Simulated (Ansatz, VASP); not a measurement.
# ZnO in two plane-wave programs

Wanted: the spread between two codes on one cell, functional and k mesh. The cell is taken from a series of VASP runs on this material, whose earlier steps may have relaxed, scaled or displaced it; both programs get it as it stands.

Program: Ansatz 0.2.0. Level of theory: plane waves, with VASP 6.6.1 beside it; single point at PBE, single point at PBE, spin-orbit coupling and band structure at PBE. Results are calculated unless marked as measured.

### Step 1. The starting structure

The structure is hexagonal, space group P6_3mc (No. 186). The conventional cell has a = 3.249 Å, b = 3.249 Å, c = 5.206 Å, α = 90.00°, β = 90.00°, γ = 120.00°. Nearest to Zn lie 4 O at 1.98 Å. Nearest to O lie 4 Zn at 1.98 Å. Farther neighbours and most contacts between anions are not listed.

### Step 2. VASP: single point, PBE

With cell and atoms fixed, the geometry can't cause a difference; cores, projectors, grids and the points listed under the comparison can.

Lines of VASP's logs that name or quote its potential files are left out, and so is its time.

Contents of INCAR:

```
SYSTEM = ZnO
PREC = Accurate
ENCUT = 520
EDIFF = 1E-08
NELM = 100
ISMEAR = 0
SIGMA = 0.02
LREAL = .FALSE.
ALGO = Normal
GGA = PE
NBANDS = 24
LORBIT = 11
LWAVE = .FALSE.
LCHARG = .FALSE.
KPAR = 4
```

Contents of POSCAR:

```
ZnO
1.0
    3.2493080000      0.0000000000      0.0000000000
   -1.6246540000      2.8139830000      0.0000000000
    0.0000000000      0.0000000000      5.2057090000
Zn O
2 2
Direct
    0.3333330000      0.6666670000      0.4989739082
    0.6666670000      0.3333330000      0.9989739082
    0.6666670000      0.3333330000      0.3800360918
    0.3333330000      0.6666670000      0.8800360918
```

Contents of KPOINTS:

```
Automatic mesh
0
Gamma
10 10 6
0 0 0
```

Contents of KPOINTS_OPT:

```
points round the band edges
26
Reciprocal
  0.0000000000   0.0000000000   0.0000000000 1
  0.0000000000   0.0000000000   0.0000000000 1
 -0.0041371474   0.0020685737   0.0000000000 1
  0.0041371474  -0.0020685737   0.0000000000 1
  0.0000000000  -0.0035828744   0.0000000000 1
  0.0000000000   0.0035828744   0.0000000000 1
  0.0000000000   0.0000000000  -0.0066281146 1
  0.0000000000   0.0000000000   0.0066281146 1
 -0.0155143029   0.0077571514   0.0000000000 1
  0.0155143029  -0.0077571514   0.0000000000 1
  0.0000000000  -0.0134357791   0.0000000000 1
  0.0000000000   0.0134357791   0.0000000000 1
  0.0000000000   0.0000000000  -0.0248554296 1
  0.0000000000   0.0000000000   0.0248554296 1
 -0.0041371474   0.0020685737   0.0000000000 1
  0.0041371474  -0.0020685737   0.0000000000 1
  0.0000000000  -0.0035828744   0.0000000000 1
  0.0000000000   0.0035828744   0.0000000000 1
  0.0000000000   0.0000000000  -0.0066281146 1
  0.0000000000   0.0000000000   0.0066281146 1
 -0.0155143029   0.0077571514   0.0000000000 1
  0.0155143029  -0.0077571514   0.0000000000 1
  0.0000000000  -0.0134357791   0.0000000000 1
  0.0000000000   0.0134357791   0.0000000000 1
  0.0000000000   0.0000000000  -0.0248554296 1
  0.0000000000   0.0000000000   0.0248554296 1
```

The projector-augmented-wave data sets are Zn and O (PBE family, release 64).

Command:

```
> mpirun -np 4 vasp_std
```

Numbers of over 12 decimals in the logs are rounded to 6 here.

What it wrote:

```text
[banner, memory and clock lines left out]
running    4 mpi-ranks, on    1 nodes
 distrk:  each k-point on    1 cores,    4 groups
 distr:  one band on    1 cores,    1 groups

 POSCAR found type information on POSCAR ZnO
 POSCAR found :  2 types and       4 ions
 LDA part: xc-table for (Slater+PW92), standard interpolation
 POSCAR, INCAR and KPOINTS ok, starting setup
 FFT: planning ... GRIDC
 FFT: planning ... GRID_SOFT
 FFT: planning ... GRID
 WAVECAR not read
 entering main loop
       N       E                     dE             d eps       ncg     rms          rms(c)
DAV:   1     0.284345233750E+03    0.28435E+03   -0.18779E+04  2736   0.219E+03
DAV:   2     0.714203919296E+01   -0.27720E+03   -0.26330E+03  2928   0.422E+02
DAV:   3    -0.206363248811E+02   -0.27778E+02   -0.27563E+02  3128   0.140E+02
DAV:   4    -0.210620420590E+02   -0.42572E+00   -0.42557E+00  3008   0.183E+01
DAV:   5    -0.210646511551E+02   -0.26091E-02   -0.26091E-02  3168   0.138E+00    0.147E+01
DAV:   6    -0.176677914870E+02    0.33969E+01   -0.89617E+00  4536   0.667E+01    0.905E+00
DAV:   7    -0.178533387694E+02   -0.18555E+00   -0.27539E+00  2776   0.182E+01    0.537E+00
DAV:   8    -0.178685924293E+02   -0.15254E-01   -0.61252E-01  4040   0.795E+00    0.167E+00
DAV:   9    -0.178155564384E+02    0.53036E-01   -0.12890E-01  4088   0.677E+00    0.313E-01
DAV:  10    -0.178186250215E+02   -0.30686E-02   -0.44876E-02  2752   0.148E+00    0.145E-01
DAV:  11    -0.178186201138E+02    0.49077E-05   -0.96879E-04  3616   0.338E-01    0.295E-02
DAV:  12    -0.178186752544E+02   -0.55141E-04   -0.77038E-05  3144   0.102E-01    0.301E-02
DAV:  13    -0.178186714802E+02    0.37742E-05   -0.19813E-05  3504   0.903E-02    0.111E-02
DAV:  14    -0.178186704527E+02    0.10275E-05   -0.86749E-06  3208   0.364E-02    0.410E-03
DAV:  15    -0.178186699623E+02    0.49033E-06   -0.13229E-06  3544   0.110E-02    0.110E-03
DAV:  16    -0.178186699089E+02    0.53396E-07   -0.13637E-07  2880   0.323E-03    0.988E-04
DAV:  17    -0.178186698915E+02    0.17467E-07   -0.32517E-08  2304   0.212E-03    0.207E-04
DAV:  18    -0.178186698960E+02   -0.44929E-08   -0.52007E-09  1464   0.674E-04
   1 F= -.17818670E+02 E0= -.17818670E+02  d E =-.755271E-29
 Start KPOINTS_OPT (optional k-point list driver)
k-point batch [1-26\26]
       N       E                     dE             ncg
DAV:   1     0.549087668095E+04    0.23224E+04     1248
DAV:   2    -0.143289423140E+04   -0.69238E+04     1400
DAV:   3    -0.203803250462E+04   -0.60514E+03     1440
DAV:   4    -0.204644844344E+04   -0.84159E+01     1624
DAV:   5    -0.204649755631E+04   -0.49113E-01     1328
DAV:   6    -0.204649822128E+04   -0.66497E-03     1616
DAV:   7    -0.204649823307E+04   -0.11792E-04     1352
DAV:   8    -0.204649823331E+04   -0.23858E-06     1616
DAV:   9    -0.204649823331E+04   -0.70302E-08      880
```

OUTCAR, selected parts (step 2):

```text
ion  position               nearest neighbor table
   1  0.333  0.667  0.499-   3 1.98   3 1.98   3 1.98   4 1.98
   2  0.667  0.333  0.999-   4 1.98   4 1.98   4 1.98   3 1.98
   3  0.667  0.333  0.380-   1 1.98   1 1.98   1 1.98   2 1.98
   4  0.333  0.667  0.880-   2 1.98   2 1.98   2 1.98   1 1.98

  LATTYP: Found a hexagonal cell.
 ALAT       =     3.2493080000
 C/A-ratio  =     1.6020977390

 Subroutine GETGRP returns: Found 12 space group operations
 (whereof  6 operations were pure point group operations)

The static configuration has the point symmetry C_3v.
 The point group associated with its full space group is C_6v.

 Found     56 irreducible k-points:

   k-points           NKPTS =     56   k-points in BZ     NKDIM =     56   number of bands    NBANDS=     24

   dimension x,y,z NGX =    24 NGY =   24 NGZ =   40
   dimension x,y,z NGXF=    48 NGYF=   48 NGZF=   80

   ENCUT  =  520.0 eV  38.22 Ry    6.18 a.u.   6.04  6.04  9.68*2*pi/ulx,y,z

   NELECT =      36.0000    total number of electrons

 k-points in reciprocal lattice and weights: Automatic mesh
   0.00000000  0.00000000  0.00000000       0.002
   0.10000000  0.00000000  0.00000000       0.010
   0.20000000  0.00000000  0.00000000       0.010
   0.30000000  0.00000000  0.00000000       0.010
   0.40000000  0.00000000  0.00000000       0.010
   0.50000000  0.00000000  0.00000000       0.005
   0.10000000  0.10000000  0.00000000       0.010
   0.20000000  0.10000000  0.00000000       0.020
   0.30000000  0.10000000  0.00000000       0.020
[...]
0.40000000  0.20000000  0.50000000       0.010
   0.30000000  0.30000000  0.50000000       0.010

 average (electrostatic) potential at core
       1 -35.8008       2 -35.8008       3 -73.1444       4 -73.1444

 E-fermi :   1.3561

 k-point     1 :       0.0000    0.0000    0.0000
  band No.  band energies     occupation
    ...
     14       0.4113      2.00000
     15       0.4113      2.00000
     16       1.1193      2.00000
     17       1.2053      2.00000
     18       1.2053      2.00000
     19       1.9926      0.00000
     20       6.3994      0.00000
     21       9.4551      0.00000
     22      14.0453      0.00000
     23      14.0454      0.00000
    ...

 k-point     2 :       0.1000    0.0000    0.0000
  band No.  band energies     occupation
    ...
     14       0.0479      2.00000
     15       0.2762      2.00000
     16       0.5945      2.00000
     17       1.0534      2.00000
     18       1.1325      2.00000
     19       2.7352      0.00000
     20       6.8141      0.00000
     21       9.4483      0.00000
     22      13.0458      0.00000
     23      14.1469      0.00000
    ...

 k-point     3 :       0.2000    0.0000    0.0000
  band No.  band energies     occupation
    ...
     14      -0.8132      2.00000
     15      -0.1520      2.00000
     16      -0.0757      2.00000
     17       0.8507      2.00000
     18       0.9333      2.00000
     19       3.8637      0.00000
     20       7.7490      0.00000
     21       9.4137      0.00000
     22      11.4984      0.00000
     23      13.3408      0.00000
    ...

  Total        1.7240333      1.7240330      1.9275384      0.0000000      0.0000000      0.0000000
  in kB       58.0315262     58.0315149     64.8815743      0.0000000      0.0000000      0.0000000
  external PRESSURE =      60.3148718 kB  Pullay stress =       0.0000000 kB

  energy-cutoff  :      520.00
  volume of cell :       47.60
      direct lattice vectors                 reciprocal lattice vectors
     3.249308000  0.000000000  0.000000000     0.307757836  0.177684087  0.000000000
    -1.624654000  2.813983000  0.000000000     0.000000000  0.355368174  0.000000000
     0.000000000  0.000000000  5.205709000     0.000000000  0.000000000  0.192096792

 POSITION                                       TOTAL-FORCE (eV/Angst)
 -----------------------------------------------------------------------------------
     -0.00000      1.87599      2.59751         0.000000     -0.000000      0.000707
      1.62466      0.93799      5.20037         0.000000      0.000000      0.000707
      1.62466      0.93799      1.97836         0.000000     -0.000000     -0.000707
     -0.00000      1.87599      4.58121        -0.000000      0.000000     -0.000707
 -----------------------------------------------------------------------------------
    total drift:                                0.000413     -0.000238     -0.002633

  FREE ENERGIE OF THE ION-ELECTRON SYSTEM (eV)
  ---------------------------------------------------
  free  energy   TOTEN  =       -17.8186698960 eV

  energy  without entropy=      -17.8186698960  energy(sigma->0) =      -17.81866990

 total charge
# of ion       s       p       d       tot
------------------------------------------
    1        0.458   0.488   9.904  10.849
    2        0.458   0.488   9.904  10.849
    3        1.550   3.459   0.000   5.009
    4        1.550   3.459   0.000   5.009
--------------------------------------------------
tot          4.014   7.894  19.808  31.716

[... 3 further parts left out ...]
```

The run ends at a pressure of 6.03 GPa, with forces up to 7.1e-4 eV/Å.

### Step 3. Ansatz: single point, PBE

Ansatz runs on its default PAW (the set named soft_2) files.

The same cell, functional, mesh and smearing now go to Ansatz, which takes its cutoff from its data sets.

Contents of input.yaml:

```yaml
crystal:
  lattice:
    - [3.249308, 0.0, 0.0]
    - [-1.624654, 2.813983, 0.0]
    - [0.0, 0.0, 5.205709]
  atoms:
    - { symbol: Zn, position: [0.333333, 0.666667, 0.4989739082] }
    - { symbol: Zn, position: [0.666667, 0.333333, 0.9989739082] }
    - { symbol: O, position: [0.666667, 0.333333, 0.3800360918] }
    - { symbol: O, position: [0.333333, 0.666667, 0.8800360918] }
hamiltonian:
  xc: pbe
  pseudopotentials: { kind: paw }
kpoints:
  mp_grid: { grid: [10, 10, 6] }
scf:
  occupations: { method: gaussian, width: 0.02 }
  n_extra_bands: 5
output:
  forces: true
  stress: true
  eigenvalues: true
```

Command:

```
> ansatz run input.yaml --threads 2 --pin off --max-ram 4608MiB --backend cpu --events-out ev --progress --plain --runs-dir out
```

What it wrote:

```text
Warning: the atoms were moved onto the symmetric positions of the space group found under crystal.symmetry.tolerance 1.0e-5 (fractional; no operation is sought that the atoms, as they stand in a round, miss by more than twice it, and no atom is moved by as much as it), and the run uses the moved positions. Before a round's move an operation carried an atom to 3.25e-6 Å from where it should land, the largest such dist [...]
scf.n_extra_bands = 5 over 18 filled bands (N_el = 36.0): the run solves 23 bands
Engine: ansatz 0.2.0, aarch64-unknown-linux-gnu
Pseudopotentials: kind: paw
Pseudopotential: Zn, paw, valence charge 12, recommended cutoff 420 eV (normal), Zn.paw.azcp
Pseudopotential: O, paw, valence charge 6, recommended cutoff 420 eV (normal), O.paw.azcp
Functional definition: PBE
  parameter kappa = 0.804
  parameter beta = 0.066725
  exchange = pbe_x(kappa = kappa, mu = beta*pi^2/3)
  correlation = pbe_c(beta = beta)
Crystal: 4 atoms, lattice volume = 47.598 Å³
Basis set: ecut = 420 eV, 941 PW (Γ), exchange–correlation on 48×48×72 points (8 copies of the dense FFT grid, shifted against one another)
Bands: 23, of which v1, the nominal top of the filled ones, is band 18 counted from 1 (17 counted from 0)
Symmetry: 12 space group operations
Space group: P63mc (ITA 186), of the structure as read, at distance tolerance 3.6e-5 Å
k-points: 56 of 600 (time reversal used)
Non-local potential: Zn, projectors of the file, l = 0: 2, l = 1: 2, l = 2: 3, l = 3: 1
Non-local potential: O, projectors of the file, l = 0: 2, l = 1: 2, l = 2: 1
PAW form: soft (Blöchl's): semilocal exchange-correlation on the pseudo side does not see the compensation charge
PAW one-centre angular grid: Zn, 590 points (default); XC on 64 Gauss nodes
PAW one-centre angular grid: O, 110 points (default); XC on 64 Gauss nodes
Initial density: superposition of atomic densities (neutral atoms: chi_scale 0, normalization atom), corrected by the library's trained network
Initial wavefunctions: pseudopotential atomic-orbital guess
Functional: x = pbe(κ = 0.804, μ = 0.219515), c = pbe(β = 0.066725)
SCF iter   1: F=—  HF=-7773.665924 eV  |F-HF|=—  |Δ(HF+E_count)|=         —  Δρ=6.65e-4  dr2=6.32e-5  ethr=1.77e-3  ⟨swp⟩=6.0  Hψ=5898  notcnv=0
preconditioner: auto → Resta (q_TF=auto, 2.604 Å⁻¹)  ε∞=6.8  [insulator: Δε(μ)=0.805 eV  Ē_g=13.437 eV  σ=0.020 eV  W_gap=1.00  n_scr=22 (ndim 8)  ℏωp=32.3 eV  f_vac=0.035  D(μ)=0.00/eV (n_scr^D=0)  ε∞_Penn≈6.8]
SCF iter   2: F=—  HF=-7773.667153 eV  |F-HF|=—  |Δ(HF+E_count)|=   1.23e-3  Δρ=4.08e-4  dr2=2.67e-5  ethr=1.76e-7  ⟨swp⟩=2.9  Hψ=3298  notcnv=0  defer=4
SCF iter   3: F=—  HF=-7773.667230 eV  |F-HF|=—  |Δ(HF+E_count)|=   7.68e-5  Δρ=2.35e-4  dr2=1.17e-5  ethr=7.42e-8  ⟨swp⟩=2.0  Hψ=2128  notcnv=0  defer=6
SCF iter   4: F=—  HF=-7773.667266 eV  |F-HF|=—  |Δ(HF+E_count)|=   3.59e-5  Δρ=1.02e-4  dr2=2.10e-6  ethr=3.26e-8  ⟨swp⟩=2.0  Hψ=2039  notcnv=0  defer=6
SCF iter   5: F=—  HF=-7773.667274 eV  |F-HF|=—  |Δ(HF+E_count)|=   8.27e-6  Δρ=2.80e-5  dr2=2.01e-7  ethr=5.82e-9  ⟨swp⟩=2.0  Hψ=2145  notcnv=0  defer=6
SCF iter   6: F=-7773.667275 eV  HF=-7773.667275 eV  |F-HF|=2.59e-8  |Δ(HF+E_count)|=   6.69e-7  Δρ=1.51e-5  dr2=8.40e-8  ethr=2.78e-10  ⟨swp⟩=6.6  Hψ=5933  notcnv=0
SCF 1 converged in 6 iterations: F = -7773.667275 eV  dr2 = 8.40e-8
  greatest PAW one-centre occupation: 0.987 electrons in one spin orbital (limit 2), on the Zn atom at site 0 (counted from 0), in its partial waves of l = 2
SCF converged after 6 iterations
Free energy (F): -7773.667275 eV
Harris-Foulkes:  -7773.667275 eV  (|F-HF|=2.59e-8)
Internal energy: -7773.667275 eV  (E = F + TS)
E sigma→0 (E₀):  -7773.667275 eV
Fermi energy:    7.626737 eV
--- Per-component energies (eV) ---
  E_band       = 65.624723
  E_kinetic    = 611.969780
  E_local      = -4003.399697  (includes V_loc(G=0)·N_el)
  E_nonlocal   = 1335.433476
  E_hartree    = 1645.537501
  E_xc         = -420.047474
  E_vxc        = -289.985053  (∫ρ·V_xc dr)
  E_paw        = -3980.537799  (= ΣΔE_a)
  E_vpaw       = -879.469801  (= ΣTr[D̂ρ^β])
  E_aug_tail   = 0.004237  (compensation charges beyond the density's cutoff)
  E_ewald      = -2962.627299
  E_smearing   = -0.000000  (= −TS)
  E_closure    = -0.000000  (closes the sum)
  Σ components = -7773.667275   (vs F -7773.667275, Δ=0.00e0)
--- Forces (eV/Å), atoms counted from 1 ---
  atom   1  Zn     0.00000000    -0.00000000     0.00078648
  atom   2  Zn     0.00000000     0.00000000     0.00078648
  atom   3  O      0.00000000    -0.00000000    -0.00082130
  atom   4  O     -0.00000000     0.00000000    -0.00082130
  max |Σ_I F_I| component: 6.97e-5 eV/Å
--- Stress (GPa, compression-positive) ---
        4.661392       0.000000       0.000000
        0.000000       4.661392       0.000000
        0.000000       0.000000       5.369865
  P = ⅓ Tr σ = 4.8975 GPa (48.975 kbar)
--- Band table (eV; the first three rows and the last of 56) ---
  k-point 0: bands = [... 14 lower, 6.4320, 7.1369, 7.2247, 7.2247, 8.0284, 12.4423, 15.4793, 20.0964, ... 1 higher]
  k-point 1: bands = [... 14 lower, 6.4861, 6.5852, 7.1723, 7.1723, 8.6718, 12.2116, 15.6854, 20.0990, ... 1 higher]
  k-point 2: bands = [... 14 lower, 6.6336, 6.6336, 7.0303, 7.0303, 9.6766, 11.5848, 16.3010, 18.7689, ... 1 higher]
  k-point 55: bands = [... 14 lower, 4.6227, 4.6227, 5.9982, 5.9982, 14.6192, 14.6192, 15.7419, 15.7419, ... 1 higher]
```

It took 5.3 s on 2 threads of Arm Neoverse N1, shared host; peak memory 0.35 GiB.

The run ends at a pressure of 4.90 GPa, with forces up to 8.2e-4 eV/Å.

### Step 4. Side by side

Known differences besides the potentials themselves: the cutoff is 420 eV in Ansatz and 520 eV in VASP; VASP leaves aspherical gradient terms in its spheres out (LASPH is not set), Ansatz keeps them. Total energies have different zeros and are not compared.

The two programs side by side:

```tsv
quantity	Ansatz	VASP	difference
pressure (GPa)	4.90	6.03	-1.13
pressure without Ansatz's Pulay correction (GPa)	4.17	6.03	-1.87
gap on the k mesh (eV)	0.804	0.787	+0.016
```

A gap on the mesh is an upper bound, since the band edges may lie between its points. Ansatz's pressure holds a Pulay correction of 0.73 GPa; VASP's holds none.

### Step 5. Further runs

Further runs change the set-up of one program: Ansatz's method, potentials or start, or VASP's data sets, cutoff or form of LDA. The table gives Ansatz less VASP for each quantity, since a change that brings one quantity closer may part another.

```tsv
run	pressure (GPa)	gap on the k mesh (eV)
as above	-1.1	0.016
Ansatz's larger PAW set (cutoff 900 eV)	-1.2	0.032
norm-conserving potentials (cutoff 1240 eV)	-1.3	0.067
```

### Step 6. Ansatz: single point, PBE, spin-orbit coupling

A single point gives forces, pressure and levels at one fixed geometry, so differences don't come from the geometry; what else differs is listed under the comparison.

The cell is taken from a series of VASP runs on this material, whose earlier steps may have relaxed, scaled or displaced it; both programs get it as it stands.

input.yaml, the sections that differ from step 3:

```yaml
hamiltonian:
  xc: pbe
  pseudopotentials: { kind: paw_fr }
magnetization:
  noncollinear: true
  spin_orbit: true
scf:
  occupations: { method: gaussian, width: 0.02 }
  n_extra_bands: 10
output:
  forces: true
  stress: true
  eigenvalues: true
  write_density: true
  write_potential: true
  elf: true
  volumetric_format: npy
# crystal, kpoints: as in step 3
```

What it wrote:

```text
[...]
non-collinear run that drives no moment, with spin-orbit: no starting moment large enough to seed its density (crystal.atoms[].spin), no starting occupations that ask for one, no magnetisation constraint and no magnetic field, so the semilocal B_xc is pinned to zero
Crystal: 4 atoms, lattice volume = 47.598 Å³
[...]
k-point 0: bands = [... 32 lower, 7.2117, 7.2117, 7.2444, 7.2444, 8.0285, 8.0285, 12.4421, 12.4421, ... 6 higher]
  k-point 1: bands = [... 32 lower, 7.1590, 7.1590, 7.1905, 7.1905, 8.6719, 8.6719, 12.2114, 12.2114, ... 6 higher]
  k-point 2: bands = [... 32 lower, 7.0157, 7.0157, 7.0494, 7.0494, 9.6766, 9.6766, 11.5846, 11.5846, ... 6 higher]
  k-point 55: bands = [... 32 lower, 5.9935, 5.9935, 6.0077, 6.0077, 14.6060, 14.6060, 14.6312, 14.6312, ... 6 higher]
[key lines of the parts left out:]
SCF converged after 9 iterations
Magnetization: |M| = 0.0000 μB,  M = (+0.0000, +0.0000, +0.0000) μB
Free energy (F): -7773.803925 eV
Fermi energy:    7.636469 eV
P = ⅓ Tr σ = 4.8845 GPa (48.845 kbar)
```

Wall time 39 s (2 threads); peak memory 0.57 GiB.

The run ends at a pressure of 4.88 GPa, with forces up to 9.1e-4 eV/Å.

(Part 1 of 2 ends here.)

[Lines on the potential files, build, host, timing and source positions are cut from VASP's logs without a mark.]

[Logs are printed without paths, hosts, clocks, repeated set-up lines and the standing remarks that a program may print on its own settings, such as how far it seeks lower states.]

[Hosts, paths, dates, database ids (printed as entryN), source tags and the programs' standing remarks are cut or masked in the printed files.]
